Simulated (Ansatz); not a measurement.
**An added Li started as a split pair with a Li atom in rocksalt LiF, 65 atoms, charge +1**

All numbers come from Ansatz (PAW, plane waves, no spin–orbit coupling) at the single k point (¼, ¼, ¼) without its symmetry partners. The atoms were relaxed with PBEsol in a fixed cell; other functionals are single points on those atoms unless said otherwise. The valence top and gap of the host come from its small cell on a dense mesh, with the band extrema sought between the mesh points, lined up by the mean potential, PBEsol gap 9.05 eV, HSE06 gap 11.54 eV. The charge correction uses an assumed dielectric constant of 9.0.

Cell: a = 8.015 Å, b = 8.015 Å, c = 8.015 Å, α = 90.00°, β = 90.00°, γ = 90.00°.

Nearest atoms after relaxation, from the placed atom (for vacancies from the middle of the vacant sites): F at 1.83 Å, F at 1.83 Å, F at 1.83 Å, Li at 2.13 Å, F at 2.26 Å, F at 2.26 Å, F at 2.26 Å, Li at 2.58 Å.

Chemical potentials μ are those of reference phases of the elements at zero temperature by the same functional (the usual solids, diamond for C, grey Sn, and the molecules H2, N2, O2, F2, Cl2, Br2 and S8).

```
functional  E(defect) − E(host) − Σ nμ + q·E_VBM (eV)  monopole (eV)  alignment (eV)  formation energy at E_F = VBM (eV)  moment (μB)              wall time, shared host
    PBEsol                                      -4.41           0.28           -0.07                               -4.20  0 (no spin)  9.8 s on NVIDIA GB300 (relaxation)
     HSE06                                      -6.03           0.28           -0.06                               -5.81  0 (no spin)                10 s on NVIDIA GB300
```

**Question.** How does the monopole term follow by hand for this cubic cell?

**Answer.** q²·α·e²/(4πε₀)/(2εL) with the Madelung constant α = 2.837 and e²/4πε₀ = 14.40 eV·Å: 1 × 2.837 × 14.40 / (2 × 9.0 × 8.015) = 0.28 eV.

HSE06 one-electron levels near the gap (the ten most localised at most), from the host's valence top, not corrected for the charge's images:

```
level (eV)  spin  filling  atoms sharing it  element of the atom with most weight
      0.14  both     2.00              28.6                                spread
      0.14  both     2.00              28.6                                spread
```

All elements are taken at their own reference at once; growth conditions in equilibrium with the host shift these energies, by up to the host's formation enthalpy.

One k point and a cell of this size can leave errors of several tenths of an eV in such numbers.
